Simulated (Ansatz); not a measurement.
GeO$_{2}$:
```
CELL_PARAMETERS angstrom
      4.42833     0.00000     0.00000
      0.00000     4.42833     0.00000
      0.00000     0.00000     2.88437
ATOMIC_POSITIONS crystal
  Ge 0.50000 0.50000 0.50000
  Ge 0.00000 0.00000 0.00000
  O  0.69370 0.69370 0.00000
  O  0.30630 0.30630 0.00000
  O  0.80630 0.19370 0.50000
  O  0.19370 0.80630 0.50000
```

Relaxed with PBEsol. Special points in fractions of this cell's reciprocal vectors: Γ (0.000, 0.000, 0.000); X (0.000, 0.500, 0.000); M (0.500, 0.500, 0.000); Z (0.000, 0.000, 0.500); R (0.000, 0.500, 0.500); A (0.500, 0.500, 0.500).

### Question
List the band energies nearest the valence-band maximum at these points for the program Ansatz at the PBEsol level (PAW).

### Answer
In eV from the valence-band maximum; about four levels below and three above (degenerate sets whole), none deeper than 8.9 eV; points with the same levels are listed once.

| k | below | above |
|---|---|---|
| Γ | -2.02 -2.02 -0.83 -0.83 0.00 | 1.56 5.64 6.79 6.79 |
| X | -1.83 -1.83 -0.84 -0.84 | 4.66 4.66 7.50 7.50 |
| M | -2.13 -2.13 -1.49 -1.49 | 4.72 4.72 8.23 8.23 |
| Z | -2.30 -2.30 -1.90 -1.90 | 5.94 5.94 10.98 10.98 |
| R | -1.41 -1.41 -1.38 -1.38 | 6.16 6.16 8.22 8.22 |
| A | -1.36 -1.36 -1.16 -1.16 | 4.44 4.44 9.60 9.60 |

Space group P4_2/mnm (rutile). Symmetry was held in the PBEsol relaxation. Scalar-relativistic: spin–orbit coupling is off unless named, which matters more the heavier the elements.

Potentials: the earlier of the program's two PAW sets. The files were generated under PBE; for other functionals the program regenerates the frozen cores, and for LDA and PBEsol the local potential too.
